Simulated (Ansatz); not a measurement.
Al2O3 (Corundum):

```
CELL_PARAMETERS angstrom
2.38025 1.37424 4.33187
-2.38025 1.37424 4.33187
0.00000 -2.74848 4.33187
ATOMIC_POSITIONS crystal
Al 0.85216 0.85216 0.85216
Al 0.64784 0.64784 0.64784
Al 0.14784 0.14784 0.14784
Al 0.35216 0.35216 0.35216
O 0.05668 0.75000 0.44332
O 0.75000 0.44332 0.05668
O 0.44332 0.05668 0.75000
O 0.94332 0.25000 0.55668
O 0.25000 0.55668 0.94332
O 0.55668 0.94332 0.25000
```

Program: Ansatz 0.2.0. Alike in all runs: potentials or basis Ansatz PAW; no spin polarisation; cell as given; smearing fermi-dirac 0.05 eV.

Q: Order these runs on this cell by their pressure, lowest first.
A. level PBE; k mesh 5 × 5 × 5; cutoff (eV) 420
B. level r2SCAN; k mesh 7 × 7 × 7; cutoff (eV) 500; points for each segment of the path 10
C. level exchange-only PBE; k mesh 7 × 7 × 7; cutoff (eV) 420; points for each segment of the path 10
D. level LDA; k mesh 7 × 7 × 7; cutoff (eV) 420; points for each segment of the path 10
E. level BLYP; k mesh 7 × 7 × 7; cutoff (eV) 420; points for each segment of the path 10

A: D (-5.3 GPa), B (-0.2 GPa), A (7.3 GPa), E (11.3 GPa), C (25.7 GPa).

Caveats: the PAW data sets come from PBE, with cores solved anew for the run's functional, which leaves a small shift of forces and pressure (some runs); the potentials were made for another functional, which shifts forces and pressure (some runs); so large a pressure means that the cell lies far from this level's equilibrium, or that cutoff or potentials fall short (some runs).

Not every run made on this cell is shown here.
